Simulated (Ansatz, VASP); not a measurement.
Two plane-wave programs on W

Contents of INCAR:

```
SYSTEM = W
  ALGO = Normal
  EDIFF = 1E-6
  EDIFFG = -0.01
  ENCUT = 600
  GGA = RP
  IBRION = 2
  ISIF = 3
  ISMEAR = -1
  LASPH = .True.
  LCHARG = .False.
  LREAL = .False.
  LWAVE = .False.
  NELM = 80
  NSW = 80
  PREC = Accurate
  SIGMA = 0.1
```

File KPOINTS:

```
k-points
0
Gamma
  14 14 14
  0 0 0
```

Contents of POSCAR:

```
W
1.0
    0.0000000000      1.9936234741      1.9936234741
    1.9936234741      0.0000000000      1.9936234741
    1.9936234741      1.9936234741      0.0000000000
W
1
Direct
    0.0000000000      0.0000000000      0.0000000000
```

Input for Ansatz:

```yaml
crystal:
  lattice:
    - [0.0, 1.9936234741, 1.9936234741]
    - [1.9936234741, 0.0, 1.9936234741]
    - [1.9936234741, 1.9936234741, 0.0]
  atoms:
    - { symbol: W, position: [0.0, 0.0, 0.0] }
hamiltonian:
  xc: rpbe
  pseudopotentials:
    kind: paw
    azcp:
      W: "pseudopotentials/W.paw.azcp"
basis:
  ecutwfc: 420
  fft_grid_basis: typed
kpoints:
  mp_grid: { grid: [14, 14, 14], shift: [0, 0, 0] }
magnetization:
  spin_polarized: false
scf:
  occupations: { method: fermi_dirac, width: 0.1 }
relax:
  max_steps: 60
  f_tol: 0.01
  cell: {}
```

The cell was built by a generator and needn't be a form met in nature.

Alike in both runs: task relaxation of cell and atoms; functional RPBE; k mesh 14 × 14 × 14; occupations fermi-dirac, width 0.1 eV; no spin polarisation.

|  | VASP | Ansatz |
| --- | --- | --- |
| version | VASP 6.6.1 | Ansatz 0.2.0 |
| potentials or method | VASP PAW PBE potentials, release 64 (W_sv) | plane waves (420 eV) with PAW, scalar-relativistic |
| plane-wave cutoff (eV) | 600 | 420 |
| valence electrons in the cell | 14 | 14 |

VASP gave:

* relaxed volume (Å³/atom): 16.71
* relaxed cell length with the largest relative difference (Å): 2.869
* energy change over the relaxation (meV/atom): -41

What did Ansatz give for the same quantities?

Relaxed volume (Å³/atom): 16.67; relaxed cell length with the largest relative difference (Å): 2.868; energy change over the relaxation (meV/atom): -38.

Caveats: the PAW data sets were made with another functional, which shifts forces and pressure a little (VASP). Spin-orbit coupling is left out, which matters for the levels of W.
